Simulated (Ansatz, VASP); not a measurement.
Two plane-wave programs on RbBr

```xyz
2
Lattice="0.0000 3.5087 3.5087 3.5087 0.0000 3.5087 3.5087 3.5087 0.0000" Properties=species:S:1:pos:R:3 pbc="T T T"
Rb    0.0000    0.0000    0.0000
Br    3.5087    3.5087    3.5087
```

Alike in both runs: functional PBE; k mesh 6 × 6 × 6; occupations gaussian, width 0.02 eV; no spin polarisation.

Ansatz relaxed the structure, and its values are those at the end. VASP's run is a single point on that final structure, the one shown.

|  | VASP | Ansatz |
| --- | --- | --- |
| version | VASP 6.6.1 | Ansatz 0.2.0 |
| potentials or method | VASP PAW PBE potentials, release 64 (Rb_sv, Br) | scalar-relativistic, plane waves, PAW |
| plane-wave cutoff (eV) | 520 | 420 |
| valence electrons in the cell | 16 | 16 |

```csv
,VASP,Ansatz,Ansatz less VASP
gap on the k mesh at the Fermi level (eV),4.19,4.19,+0.002
least direct gap on the mesh (eV),4.19,4.19,+0.002
pressure (GPa),0.0,0.0,-0.02
```

The functional is the same, so the differences come from potentials, cutoffs and numerics.
